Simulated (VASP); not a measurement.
**VASP 6.6.1 run: MgS**

INCAR

```
ISIF = 2
ENCUT = 520
EDIFF = 1E-7
LASPH = .TRUE.
LWAVE = .FALSE.
NBANDS = 11
AMIX = 0.1
LREAL = .FALSE.
NELM = 67
NSW = 0
ISMEAR = -1
GGA = PE
SIGMA = 0.02
IBRION = -1
LCHARG = .FALSE.
IMIX = 1
PREC = Accurate
```

KPOINTS

```
KPOINTS created by Atomic Simulation Environment
0
Gamma
8 8 8
0 0 0
```

POSCAR

```
Mg S
 1.0000000000000000
     0.0000000000000000    2.8308768411999998    2.8874943781000000
     2.8308768411999998    0.0000000000000000    2.8874943781000000
     2.8308768411999998    2.8308768411999998    0.0000000000000000
 Mg  S
   1   1
Cartesian
  0.0000000000000000  0.0000000000000000  0.0000000000000000
  1.4154384205999997  1.4154384205999997  1.4437471890500000
```

The recommended PBE PAW datasets give the neutral cell 8 valence electrons.

Command

```
mpirun -np 1 vasp_std
```

OSZICAR

```
N       E                     dE             d eps       ncg     rms          rms(c)
DAV:   1     0.238169211244E+02    0.23817E+02   -0.33423E+03  1338   0.568E+02
DAV:   2    -0.704470892454E+01   -0.30862E+02   -0.29336E+02  1553   0.987E+01
DAV:   3    -0.897706358967E+01   -0.19324E+01   -0.19296E+01  1603   0.265E+01
DAV:   4    -0.899328492899E+01   -0.16221E-01   -0.16220E-01  1587   0.293E+00
DAV:   5    -0.899349045413E+01   -0.20553E-03   -0.20552E-03  1680   0.327E-01    0.399E+00
DAV:   6    -0.881799163674E+01    0.17550E+00   -0.78342E-02  1499   0.104E+00    0.366E+00
DAV:   7    -0.870004377202E+01    0.11795E+00   -0.58325E-02  1536   0.926E-01    0.353E+00
DAV:   8    -0.862119072533E+01    0.78853E-01   -0.36213E-02  1516   0.709E-01    0.335E+00
DAV:   9    -0.856851011098E+01    0.52681E-01   -0.25234E-02  1513   0.601E-01    0.321E+00
DAV:  10    -0.853343714746E+01    0.35073E-01   -0.16479E-02  1487   0.482E-01    0.303E+00
...
DAV:  59    -0.847192414164E+01   -0.31432E-05   -0.20834E-07  1436   0.265E-03    0.156E-02
DAV:  60    -0.847192685281E+01   -0.27112E-05   -0.17975E-07  1394   0.245E-03    0.141E-02
DAV:  61    -0.847192919080E+01   -0.23380E-05   -0.15510E-07  1424   0.227E-03    0.128E-02
DAV:  62    -0.847193120652E+01   -0.20157E-05   -0.13383E-07  1382   0.210E-03    0.117E-02
DAV:  63    -0.847193294401E+01   -0.17375E-05   -0.11549E-07  1421   0.194E-03    0.107E-02
DAV:  64    -0.847193444134E+01   -0.14973E-05   -0.99672E-08  1367   0.180E-03    0.978E-03
DAV:  65    -0.847193573144E+01   -0.12901E-05   -0.86024E-08  1400   0.166E-03    0.898E-03
DAV:  66    -0.847193684272E+01   -0.11113E-05   -0.74245E-08  1355   0.154E-03    0.826E-03
DAV:  67    -0.847193779978E+01   -0.95705E-06   -0.64089E-08  1373   0.142E-03
   1 F= -.84719378E+01 E0= -.84719378E+01  d E =-.147391E-11
```

Standard output (part)

```
POSCAR found type information on POSCAR MgS
 POSCAR found :  2 types and       2 ions
 LDA part: xc-table for (Slater+PW92), standard interpolation
 POSCAR, INCAR and KPOINTS ok, starting setup
 WAVECAR not read
 entering main loop
|     The electronic self-consistency was not achieved in the given           |
|     number of steps (NELM). The forces and other quantities evaluated       |
|     might not be reliable so examine the results carefully. If you find     |
|     spurious results, we suggest increasing NELM, if you were close to      |
|     convergence or switching to a different ALGO or adjusting the           |
|     density mixing parameters otherwise.                                    |
```

It didn't converge.

The run took about 1.7 min on one core of a shared host (Intel Xeon Platinum 8488C) and held 0.18 GiB at most.
